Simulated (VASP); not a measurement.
# PtS2 in VASP: further runs

Runs on PtS2. Level: PBE. Tasks: single point.

Everything below comes from runs of VASP 6.6.1. Logs are shortened: lines on timing, memory, paths and dates and some standing lists are left out, and cuts for length are marked.

**1. The structure**

The cell holds a slab with vacuum, 3 atoms: a = 3.543 Å, b = 3.543 Å, c = 12.288 Å, α = 90.00°, β = 90.00°, γ = 120.00°.

**2. Single point, PBE**

INCAR reads:

```
ALGO     = Normal         # electronic algorithm
DIPOL    = 0.5 0.5 0.500
EDIFF    = 1E-7           # SCF threshold, eV
ENCUT    = 460            # plane-wave cutoff, eV
GGA      = PE             # functional
IDIPOL   = 3            
ISIF     = 2              # what is computed and relaxed
ISMEAR   = 0              # smearing method
LASPH    = T              # aspherical terms in the spheres
LCHARG   = F              # write CHGCAR
LDIPOL   = T            
LREAL    = F              # projectors in reciprocal space
LVACPOTAV= T            
LVHAR    = T            
LWAVE    = F              # write WAVECAR
NBANDS   = 22             # bands
NELM     = 120            # most SCF steps
PREC     = Accurate       # precision mode
SIGMA    = 0.05           # smearing width, eV
```

KPOINTS reads:

```
k-points
0
Gamma
  7 7 1
```

POSCAR reads:

```
PtS2
1.0
    3.5432000000      0.0000000000      0.0000000000
   -1.7716000000      3.0685012100      0.0000000000
    0.0000000000      0.0000000000     12.2876152000
S Pt
2 1
Direct
    0.6666666667      0.3333333333      0.4069137842
    0.3333333333      0.6666666667      0.5930862158
    0.0000000000      0.0000000000      0.5000000000
```

Potentials or basis: VASP PAW PBE potentials, release 64 (S, Pt).

Started as:

```console
> cat potpaw_PBE.64/S/POTCAR potpaw_PBE.64/Pt/POTCAR > POTCAR
> mpirun -np 1 vasp_std > vasp.out
```

OUTCAR:

```text
EDIFF = 1E-7
   ENCUT = 460
   GGA = PE
   ISIF = 2
   ISMEAR = 0
   LASPH = T
   LREAL = F
   NELM = 120
   PREC = Accurate

 Found      8 irreducible k-points:

 Following reciprocal coordinates:
            Coordinates               Weight
  0.000000  0.000000  0.000000      1.000000
  0.142857  0.000000  0.000000      6.000000
  0.285714  0.000000  0.000000      6.000000
  0.428571  0.000000  0.000000      6.000000
  0.142857  0.142857  0.000000      6.000000
  0.285714  0.142857  0.000000     12.000000
   k-points           NKPTS =      8   k-points in BZ     NKDIM =      8   number of bands    NBANDS=     22
   number of dos      NEDOS =    301   number of ions     NIONS =      3
   total plane-waves  NPLWV =  70560
   dimension x,y,z NGX =    28 NGY =   28 NGZ =   90
   dimension x,y,z NGXF=    56 NGYF=   56 NGZF=  180
   ions per type =               2   1
   NGX,Y,Z   is equivalent  to a cutoff of  13.14, 13.14, 12.18 a.u.
   NGXF,Y,Z  is equivalent  to a cutoff of  26.28, 26.28, 24.35 a.u.
 SYSTEM =  unknown system
   PREC   = accura    normal or accurate (medium, high low for compatibility)
   ISTART =      0    job   : 0-new  1-cont  2-samecut
   ICHARG =      2    charge: 1-file 2-atom 10-const
   ISPIN  =      1    spin polarized calculation?
   LNONCOLLINEAR =      F non collinear calculations
   LSORBIT =      F    spin-orbit coupling
   LASPH  =      T    aspherical Exc in radial PAW
   ENCUT  =  460.0 eV  33.81 Ry    5.81 a.u.   6.20  6.20 21.49*2*pi/ulx,y,z
   NELM   =    120;   NELMIN=  2; NELMDL= -5     # of ELM steps
   EDIFF  = 0.1E-06   stopping-criterion for ELM
   LREAL  =      F    real-space projection
   EDIFFG = 0.1E-05   stopping-criterion for IOM
   NSW    =      0    number of steps for IOM
   IBRION =     -1    ionic relax: 0-MD 1-quasi-New 2-CG
   NFREE  =      0    steps in history (QN), initial steepest desc. (CG)
   ISIF   =      2    stress and relaxation
   ISYM   =      2    0-nonsym 1-usesym 2-fastsym
   POTIM  = 0.5000    time-step for ionic-motion
   TEBEG  =    0.0;   TEEND  =   0.0 temperature during run
   PSTRESS=    0.0 pullay stress
   NELECT =      22.0000    total number of electrons
   NUPDOWN=      -1.0000    fix difference up-down
   EMIN   =  10.00;   EMAX   =-10.00  energy-range for DOS
   EFERMI =   0.00;   METHOD = LEGACY
   ISMEAR =     0;   SIGMA  =   0.05  broadening in eV -4-tet -1-fermi 0-gaus
   EFERMI_NEDOS =   21; number of points for ismear=-14 and -15
   IALGO  =     38    algorithm
   IMIX   =      4    mixing-type and parameters
     AMIX     =   0.40;   BMIX     =  1.00
     AMIX_MAG =   1.60;   BMIX_MAG =  1.00
  volume/ion in A,a.u.               =      44.53       300.51
  Fermi-wavevector in a.u.,A,eV,Ry     =   0.897331  1.695709 10.955444  0.805202
  Thomas-Fermi vector in A             =   2.019901
   LORBIT       =      0    0 simple, 1 ext, 2 COOP (PROOUT), +10 PAW based schemes
   GGA     = PE    functional components
   LHFCALC =     F    Hartree Fock is set to
   AEXX    =    0.0000 exact exchange contribution
   IVDW    =     0    specifies the selected vdW correction
   LEPSILON=     F    determine dielectric tensor
   LRPA    =     F    only Hartree local field effects (RPA)
 non-spin polarized calculation
 Gauss-broadening in eV      SIGMA  =   0.05
  energy-cutoff  :      460.00
  volume of cell :      133.59
 maximum number of plane-waves:      3004
 NGX is ok and might be reduce to    28
   NGX = 13   NGY = 13   NGZ = 43

 dipolmoment           0.000000      0.000000      0.000000 electrons x Angstroem

 number of electron      21.9999998 magnetization

 dipolmoment           0.000000      0.000000     -0.000000 electrons x Angstroem

 Free energy of the ion-electron system (eV)
  ---------------------------------------------------
  ext. energy  EPLUGINS =         0.00000000
  ---------------------------------------------------
  free energy    TOTEN  =       -15.32369889 eV

  energy without entropy =      -15.32369889  energy(sigma->0) =      -15.32369889

 E-fermi :  -0.9093     XC(G=0):  -5.1810

 val. band max:       -1.2122152509   @ k =   0.1429   0.1429   0.0000
 cond. band min:       0.6972673338   @ k =   0.2857   0.0000   0.0000
 fundamental gap:      1.9094825847
 Fermi energy:        -0.9092610424

 k-point     1 :       0.0000    0.0000    0.0000
  band No.  band energies     occupation
      1     -15.8699      2.00000
      2     -13.0973      2.00000
      3      -7.5055      2.00000
      4      -7.5055      2.00000
      5      -6.7189      2.00000
      6      -4.4703      2.00000
[... 14 lines left out ...]
     21       9.7141      0.00000
     22      11.6197      0.00000

 k-point     2 :       0.1429    0.0000    0.0000
  band No.  band energies     occupation
      1     -15.5998      2.00000
      2     -13.2102      2.00000
      3      -7.3968      2.00000
      4      -7.3261      2.00000
      5      -6.5017      2.00000
      6      -4.8833      2.00000
[... 14 lines left out ...]
     21       9.4659      0.00000
     22      10.8155      0.00000

 k-point     3 :       0.2857    0.0000    0.0000
  band No.  band energies     occupation
      1     -14.8924      2.00000
      2     -13.4533      2.00000
      3      -7.2134      2.00000
      4      -6.9373      2.00000
      5      -6.2416      2.00000
      6      -5.5876      2.00000
[... 14 lines left out ...]
     21       9.5192      0.00000
     22      10.5807      0.00000

 k-point     4 :       0.4286    0.0000    0.0000
  band No.  band energies     occupation
      1     -14.1653      2.00000
      2     -13.6276      2.00000
      3      -7.9404      2.00000
      4      -6.7177      2.00000
      5      -5.8339      2.00000
      6      -5.1988      2.00000
[... 14 lines left out ...]
     21       9.6988      0.00000
     22      10.4281      0.00000

 k-point     5 :       0.1429    0.1429    0.0000
  band No.  band energies     occupation
      1     -15.1067      2.00000
      2     -13.3875      2.00000
      3      -7.1747      2.00000
      4      -7.0640      2.00000
      5      -6.2129      2.00000
      6      -5.2878      2.00000
[... 14 lines left out ...]
     21       9.2689      0.00000
     22      10.3451      0.00000

 k-point     6 :       0.2857    0.1429    0.0000
  band No.  band energies     occupation
      1     -14.3484      2.00000
      2     -13.5958      2.00000
      3      -7.3434      2.00000
      4      -6.8536      2.00000
      5      -6.1537      2.00000
      6      -5.3086      2.00000
[... 14 lines left out ...]
     21       9.5700      0.00000
     22       9.8166      0.00000

 [... further k-points ...]

------------------------ aborting loop because EDIFF is reached ----------------------------------------

  FORCE on cell =-STRESS in cart. coord.  units (eV):
  Direction    XX          YY          ZZ          XY          YZ          ZX
  --------------------------------------------------------------------------------------
  -------------------------------------------------------------------------------------
  Total        3.4832666      3.4832666      3.0821240     -0.0000000      0.0000000     -0.0000000
  in kB       41.7741604     41.7741604     36.9633327     -0.0000000      0.0000000     -0.0000000
  external PRESSURE =      40.1705512 kB  Pullay stress =       0.0000000 kB

 VOLUME and BASIS-vectors are now :
 -----------------------------------------------------------------------------
  energy-cutoff  :      460.00
  volume of cell :      133.59
      direct lattice vectors                 reciprocal lattice vectors
     3.543200000  0.000000000  0.000000000     0.282230752  0.162946001  0.000000000
    -1.771600000  3.068501210  0.000000000     0.000000000  0.325892001  0.000000000
     0.000000000  0.000000000 12.287615200     0.000000000  0.000000000  0.081382757

 POSITION                                       TOTAL-FORCE (eV/Angst)
 -----------------------------------------------------------------------------------
      1.77160      1.02283      5.00000        -0.000000     -0.000000     -1.356726
     -0.00000      2.04567      7.28762         0.000000      0.000000      1.356726
      0.00000      0.00000      6.14381        -0.000000      0.000000      0.000000
 -----------------------------------------------------------------------------------
    total drift:                               -0.000000     -0.000000     -0.000000

  FREE ENERGIE OF THE ION-ELECTRON SYSTEM (eV)
  ---------------------------------------------------
  free  energy   TOTEN  =       -15.3236988880 eV

  energy  without entropy=      -15.3236988880  energy(sigma->0) =      -15.32369889

 vacuum level on the upper side and lower side of the slab         5.034         5.034
```

It took 40 s on 1 thread of Intel Xeon Platinum 8259CL at 2.50GHz (Skylake/Cascade Lake), shared host; peak memory 0.24 GiB.

The run converged, but some of its settings lie outside the range that counts as converged, so its numbers aren't taken as properties of the slab.

What came out:

| Quantity | Value |
| --- | --- |
| Free energy | -15.3237 eV |
| Largest force | 1.357 eV/Å |
| Band gap on the k mesh | 1.91 eV, indirect (least direct gap 2.06 eV) |
| Ionisation potential of the upper face | 6.25 eV |

Caveat: spin-orbit coupling is left out, which moves the levels of the heavy elements.

**3. Single point, PBE**

This run uses another cell than the first one, of 51.78 Å³/atom, 1.163 times its volume.

INCAR is that of step 2.

KPOINTS is that of step 2.

POSCAR reads:

```
PtS2
1.0
    3.5432000000      0.0000000000      0.0000000000
   -1.7716000000      3.0685012100      0.0000000000
    0.0000000000      0.0000000000     14.2876152000
S Pt
2 1
Direct
    0.6666666667      0.3333333333      0.4199441206
    0.3333333333      0.6666666667      0.5800558794
    0.0000000000      0.0000000000      0.5000000000
```

Potentials or basis: VASP PAW PBE potentials, release 64 (S, Pt).

Started as:

```console
> cat potpaw_PBE.64/S/POTCAR potpaw_PBE.64/Pt/POTCAR > POTCAR
> mpirun -np 1 vasp_std > vasp.out
```

OUTCAR:

```text
EDIFF = 1E-7
   ENCUT = 460
   GGA = PE
   ISIF = 2
   ISMEAR = 0
   LASPH = T
   LREAL = F
   NELM = 120
   PREC = Accurate

 Found      8 irreducible k-points:

 Following reciprocal coordinates:
            Coordinates               Weight
  0.000000  0.000000  0.000000      1.000000
  0.142857  0.000000  0.000000      6.000000
  0.285714 -0.000000  0.000000      6.000000
  0.428571  0.000000  0.000000      6.000000
  0.142857  0.142857  0.000000      6.000000
  0.285714  0.142857  0.000000     12.000000
   k-points           NKPTS =      8   k-points in BZ     NKDIM =      8   number of bands    NBANDS=     22
   number of dos      NEDOS =    301   number of ions     NIONS =      3
   total plane-waves  NPLWV =  78400
   dimension x,y,z NGX =    28 NGY =   28 NGZ =  100
   dimension x,y,z NGXF=    56 NGYF=   56 NGZF=  200
   ions per type =               2   1
   NGX,Y,Z   is equivalent  to a cutoff of  13.14, 13.14, 11.64 a.u.
   NGXF,Y,Z  is equivalent  to a cutoff of  26.28, 26.28, 23.27 a.u.
 SYSTEM =  unknown system
   PREC   = accura    normal or accurate (medium, high low for compatibility)
   ISTART =      0    job   : 0-new  1-cont  2-samecut
   ICHARG =      2    charge: 1-file 2-atom 10-const
   ISPIN  =      1    spin polarized calculation?
   LNONCOLLINEAR =      F non collinear calculations
   LSORBIT =      F    spin-orbit coupling
   LASPH  =      T    aspherical Exc in radial PAW
   ENCUT  =  460.0 eV  33.81 Ry    5.81 a.u.   6.20  6.20 24.99*2*pi/ulx,y,z
   NELM   =    120;   NELMIN=  2; NELMDL= -5     # of ELM steps
   EDIFF  = 0.1E-06   stopping-criterion for ELM
   LREAL  =      F    real-space projection
   EDIFFG = 0.1E-05   stopping-criterion for IOM
   NSW    =      0    number of steps for IOM
   IBRION =     -1    ionic relax: 0-MD 1-quasi-New 2-CG
   NFREE  =      0    steps in history (QN), initial steepest desc. (CG)
   ISIF   =      2    stress and relaxation
   ISYM   =      2    0-nonsym 1-usesym 2-fastsym
   POTIM  = 0.5000    time-step for ionic-motion
   TEBEG  =    0.0;   TEEND  =   0.0 temperature during run
   PSTRESS=    0.0 pullay stress
   NELECT =      22.0000    total number of electrons
   NUPDOWN=      -1.0000    fix difference up-down
   EMIN   =  10.00;   EMAX   =-10.00  energy-range for DOS
   EFERMI =   0.00;   METHOD = LEGACY
   ISMEAR =     0;   SIGMA  =   0.05  broadening in eV -4-tet -1-fermi 0-gaus
   EFERMI_NEDOS =   21; number of points for ismear=-14 and -15
   IALGO  =     38    algorithm
   IMIX   =      4    mixing-type and parameters
     AMIX     =   0.40;   BMIX     =  1.00
     AMIX_MAG =   1.60;   BMIX_MAG =  1.00
  volume/ion in A,a.u.               =      51.78       349.43
  Fermi-wavevector in a.u.,A,eV,Ry     =   0.853339  1.612578  9.907602  0.728188
  Thomas-Fermi vector in A             =   1.969767
   LORBIT       =      0    0 simple, 1 ext, 2 COOP (PROOUT), +10 PAW based schemes
   GGA     = PE    functional components
   LHFCALC =     F    Hartree Fock is set to
   AEXX    =    0.0000 exact exchange contribution
   IVDW    =     0    specifies the selected vdW correction
   LEPSILON=     F    determine dielectric tensor
   LRPA    =     F    only Hartree local field effects (RPA)
 non-spin polarized calculation
 Gauss-broadening in eV      SIGMA  =   0.05
  energy-cutoff  :      460.00
  volume of cell :      155.34
 maximum number of plane-waves:      3517
 NGX is ok and might be reduce to    28
   NGX = 13   NGY = 13   NGZ = 49

 number of electron      21.9999999 magnetization

 dipolmoment           0.000000      0.000000     -0.000000 electrons x Angstroem

 Free energy of the ion-electron system (eV)
  ---------------------------------------------------
  ext. energy  EPLUGINS =         0.00000000
  ---------------------------------------------------
  free energy    TOTEN  =       -15.32369159 eV

  energy without entropy =      -15.32369159  energy(sigma->0) =      -15.32369159

 E-fermi :  -1.6647     XC(G=0):  -4.4701

 val. band max:       -1.9173836187   @ k =   0.1429   0.1429   0.0000
 cond. band min:      -0.0078928291   @ k =   0.2857  -0.0000   0.0000
 fundamental gap:      1.9094907896
 Fermi energy:        -1.6646966379

 k-point     1 :       0.0000    0.0000    0.0000
  band No.  band energies     occupation
      1     -16.5750      2.00000
      2     -13.8024      2.00000
      3      -8.2106      2.00000
      4      -8.2106      2.00000
      5      -7.4240      2.00000
      6      -5.1753      2.00000
[... 124 lines left out ...]
      6      -6.0137      2.00000
[... 14 lines left out ...]
     21       8.6340      0.00000
     22       8.8834      0.00000

 [... further k-points ...]

------------------------ aborting loop because EDIFF is reached ----------------------------------------

  FORCE on cell =-STRESS in cart. coord.  units (eV):
  Direction    XX          YY          ZZ          XY          YZ          ZX
  --------------------------------------------------------------------------------------
  -------------------------------------------------------------------------------------
  Total        3.4833777      3.4833777      3.0810326     -0.0000000      0.0000000     -0.0000000
  in kB       35.9277023     35.9277023     31.7778978     -0.0000000      0.0000000     -0.0000000
  external PRESSURE =      34.5444342 kB  Pullay stress =       0.0000000 kB

 VOLUME and BASIS-vectors are now :
 -----------------------------------------------------------------------------
  energy-cutoff  :      460.00
  volume of cell :      155.34
      direct lattice vectors                 reciprocal lattice vectors
     3.543200000  0.000000000  0.000000000     0.282230752  0.162946001  0.000000000
    -1.771600000  3.068501210  0.000000000     0.000000000  0.325892001  0.000000000
     0.000000000  0.000000000 14.287615200     0.000000000  0.000000000  0.069990687

 POSITION                                       TOTAL-FORCE (eV/Angst)
 -----------------------------------------------------------------------------------
      1.77160      1.02283      6.00000        -0.000000      0.000000     -1.356976
     -0.00000      2.04567      8.28762         0.000000     -0.000000      1.356976
      0.00000      0.00000      7.14381         0.000000      0.000000      0.000000
 -----------------------------------------------------------------------------------
    total drift:                                0.000000     -0.000000      0.000000

  FREE ENERGIE OF THE ION-ELECTRON SYSTEM (eV)
  ---------------------------------------------------
  free  energy   TOTEN  =       -15.3236915922 eV

  energy  without entropy=      -15.3236915922  energy(sigma->0) =      -15.32369159

 vacuum level on the upper side and lower side of the slab         4.331         4.331
```

stdout:

```text
POSCAR found type information on POSCAR S Pt
 POSCAR found :  2 types and       3 ions
 scaLAPACK will be used
 LDA part: xc-table for (Slater+PW92), standard interpolation
 POSCAR, INCAR and KPOINTS ok, starting setup
 FFT: planning ... GRIDC
 FFT: planning ... GRID_SOFT
 FFT: planning ... GRID
 WAVECAR not read
 entering main loop
 -----------------------------------------------------------------------------
|                                                                             |
|           W    W    AA    RRRRR   N    N  II  N    N   GGGG   !!!           |
|           W    W   A  A   R    R  NN   N  II  NN   N  G    G  !!!           |
|           W    W  A    A  R    R  N N  N  II  N N  N  G       !!!           |
|           W WW W  AAAAAA  RRRRR   N  N N  II  N  N N  G  GGG   !            |
|           WW  WW  A    A  R   R   N   NN  II  N   NN  G    G                |
|           W    W  A    A  R    R  N    N  II  N    N   GGGG   !!!           |
|                                                                             |
|     Did not find any points to average over, which means that no vacuum     |
|     field-free region was found. Please increase the size of  your cell     |
|     in the dimension of the dipole correction to obtain accurate            |
|     workfunction values.                                                    |
|                                                                             |
 -----------------------------------------------------------------------------
```

Run time: 46 s. Hardware: 1 thread of Intel Xeon Platinum 8259CL at 2.50GHz (Skylake/Cascade Lake), shared host; peak memory 0.26 GiB.

The run converged, but some of its settings lie outside the range that counts as converged, so its numbers aren't taken as properties of the slab.

Results:

```yaml
Free_energy: -15.3237 eV
Largest_force: 1.357 eV/Å
Band_gap_on_the_k_mesh: 1.91 eV, indirect (least direct gap 2.06 eV)
Ionisation_potential_of_the_upper_face: 6.25 eV
```

Caveat: spin-orbit coupling is left out, which moves the levels of the heavy elements.

**4. Single point, PBE**

This run uses another cell than the first one, of 51.78 Å³/atom, 1.163 times its volume.

Edit INCAR of step 3 so:

```diff
@@ -18,2 +18,2 @@
 PREC     = Accurate       # precision mode
-SIGMA    = 0.05           # smearing width, eV
+SIGMA    = 0.02           # smearing width, eV
```

KPOINTS is that of step 3.

POSCAR is that of step 3.

Started as:

```console
> cat potpaw_PBE.64/S/POTCAR potpaw_PBE.64/Pt/POTCAR > POTCAR
> mpirun -np 1 vasp_std > vasp.out
```

Wall time 42 s (1 thread of Intel Xeon Platinum 8259CL at 2.50GHz (Skylake/Cascade Lake), shared host); peak memory 0.26 GiB.

The run converged, but some of its settings lie outside the range that counts as converged, so its numbers aren't taken as properties of the slab.

What came out:

- Free energy: -15.3237 eV
- Largest force: 1.357 eV/Å
- Band gap on the k mesh: 1.91 eV, indirect (least direct gap 2.06 eV)
- Ionisation potential of the upper face: 6.25 eV

Caveat: spin-orbit coupling is left out, which moves the levels of the heavy elements.

(Part 1 of 2 ends here.)
